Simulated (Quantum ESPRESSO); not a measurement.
# Hf: Wannier functions under several settings

```
CELL_PARAMETERS angstrom
-1.80500 1.80500 1.80500
1.80500 -1.80500 1.80500
1.80500 1.80500 -1.80500
ATOMIC_POSITIONS crystal
Hf 0.00000 0.00000 0.00000
```

This isn't the form of Hf at room conditions, which is hcp.

All runs used Quantum ESPRESSO 7.5; potentials GBRV 1.5 LDA; k mesh 8 × 8 × 8; given cell; no spin polarisation; cutoff 612 eV; occupations fermi-dirac, width 0.05 eV.

```tsv
level	start	Wannier mesh	spread a function (Å²)	RMS miss of the bands (meV)
LDA	atomic projections with disentanglement	6 × 6 × 6	1.35	16
LDA	atomic projections with disentanglement, not minimised	6 × 6 × 6	?	?
LDA	SCDM with an erfc weight	6 × 6 × 6	2.59	65
```

Q: What stands in the row left open?

A: Spread a function 1.90 Å²; RMS miss of the bands 21 meV.

